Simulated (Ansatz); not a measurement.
Runs of Ansatz 0.2.0 on In. It takes space group Im-3m (No. 229, cubic). Conventional cell: a = 3.765 Å, b = 3.765 Å, c = 3.765 Å, α = 90.00°, β = 90.00°, γ = 90.00°. In (site symmetry m-3m) has 8 In at 3.26 Å as nearest neighbours. This isn't the form of In at room conditions, which is tetragonal.

| task | spin | cell | target pressure (GPa) | points for each segment of the path | gap on the mesh (eV) | pressure (GPa) |
| --- | --- | --- | --- | --- | --- | --- |
| relaxation of cell and atoms | off | relaxed to 20 GPa | 20 | - | none | 20.0 |
| relaxation of cell and atoms | off | relaxed to 5 GPa | 5 | - | none | 5.0 |
| relaxation of cell and atoms | off | relaxed to 30 GPa | 30 | - | none | 30.0 |
| band structure | SOC, no magnetisation | as given | - | 14 | none | (a) |
| band structure | off | as given | - | 14 | none | -1.3 |
| relaxation of cell and atoms | off | relaxed | 0 | - | none | 0.0 |
| relaxation of cell and atoms | off | relaxed to 10 GPa | 10 | - | none | 10.0 |
| relaxation of cell and atoms | off | relaxed to 2 GPa | 2 | - | none | 2.0 |

Alike in all rows: level PBEsol; potentials or basis Ansatz PAW; k mesh 10 × 10 × 10; cutoff (eV) 420; smearing fermi-dirac 0.05 eV.

Problem. Fill in the values left out.

Solution. (a) -1.4.

Caveats: the PAW data sets come from PBE, with cores solved anew for the run's functional, which leaves a small shift of forces and pressure; the plane-wave basis is chosen anew once the cell has moved, so the energies of steps on either side of that aren't comparable (some runs); spin-orbit coupling is left out, which moves the levels of the heavy elements (some runs).

A k mesh can miss the band edges, and rows without SOC leave out spin-orbit coupling on In.

A gap of «none» marks a metal or a gap under the smearing width.
